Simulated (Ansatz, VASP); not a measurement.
One calculation of CdTe, two programs

```
Cd Te
1.0
     0.00000    3.21098    3.21098
     3.21098    0.00000    3.21098
     3.21098    3.21098    0.00000
Cd Te
1 1
Direct
  0.00000 0.00000 0.00000
  0.25000 0.25000 0.25000
```

Alike in both runs: task single point; functional r2SCAN; k mesh 8 × 8 × 8; occupations gaussian, width 0.02 eV; no spin polarisation.

|  | VASP | Ansatz |
| --- | --- | --- |
| version | VASP 6.6.1 | Ansatz 0.2.0 |
| potentials or method | VASP PAW PBE potentials, release 64 (Cd, Te) | scalar-relativistic, plane waves, PAW |
| plane-wave cutoff (eV) | 520 | 500 |
| valence electrons in the cell | 18 | 36 |

Ansatz gave:

* gap on the k mesh at the Fermi level (eV): 1.37
* least direct gap on the mesh (eV): 1.37
* pressure (GPa): 2.9

Task: What did VASP give for the same quantities?

Result: gap on the k mesh at the Fermi level (eV): 1.36; least direct gap on the mesh (eV): 1.36; pressure (GPa): 3.1.

The two sets of potentials don't hold the same shells in valence.

Caveats: the PAW data sets were made with another functional, which shifts forces and pressure a little (VASP); spin-orbit coupling is left out, which moves the levels of the heavy elements. r2SCAN opens gaps a little over a GGA but as a rule still falls short of measured ones.
